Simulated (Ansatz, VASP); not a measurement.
## Two plane-wave programs on Pt

Contents of INCAR:

```
SYSTEM = Pt
PREC = Accurate
ENCUT = 520
EDIFF = 1E-7
ISMEAR = -1
SIGMA = 0.05
LREAL = .FALSE.
LASPH = .TRUE.
NELM = 100
ALGO = Normal
ISIF = 2
LWAVE = .FALSE.
LCHARG = .FALSE.
GGA = PS
NBANDS = 11
```

The input KPOINTS:

```
regular mesh
0
G
  12 12 12
  0 0 0
```

Contents of POSCAR:

```
Pt
1.0
    0.0000000000      1.9609000000      1.9609000000
    1.9609000000      0.0000000000      1.9609000000
    1.9609000000      1.9609000000      0.0000000000
Pt
1
Direct
    0.0000000000      0.0000000000      0.0000000000
```

Contents of input.yaml:

```yaml
crystal:
  lattice:
    - [0.0, 1.9609, 1.9609]
    - [1.9609, 0.0, 1.9609]
    - [1.9609, 1.9609, 0.0]
  atoms:
    - { symbol: Pt, position: [0.0, 0.0, 0.0] }
hamiltonian:
  xc: pbesol
  pseudopotentials: { kind: paw }
kpoints:
  mp_grid: { grid: [12, 12, 12] }
scf:
  occupations: { method: fermi_dirac, width: 0.05 }
output:
  forces: true
  stress: true
  eigenvalues: true
  write_density: true
  write_potential: true
  elf: true
  volumetric_format: npy
```

Alike in both runs: task single point; functional PBEsol; k mesh 12 × 12 × 12; occupations fermi-dirac, width 0.05 eV; no spin polarisation.

|  | VASP | Ansatz |
| --- | --- | --- |
| version | VASP 6.6.1 | Ansatz 0.2.0 |
| potentials or method | VASP PAW PBE potentials, release 64 (Pt) | Ansatz PAW |
| plane-wave cutoff (eV) | 520 | 420 |
| valence electrons in the cell | 10 | 18 |

```csv
,VASP,Ansatz,Ansatz less VASP
gap on the k mesh at the Fermi level (eV),none,none,-
pressure (GPa),-1.0,-0.6,+0.41
```

A gap of «none» marks a metal or a gap that the smearing closes. The functional is the same, so the differences come from potentials, cutoffs and numerics. The two sets of potentials don't hold the same shells in valence.

Caveats: the PAW data sets were made with another functional, which shifts forces and pressure a little (VASP); the PAW data sets come from PBE, with cores solved anew for the run's functional, which leaves a small shift of forces and pressure (Ansatz). Spin-orbit coupling is left out, which matters for the levels of Pt.
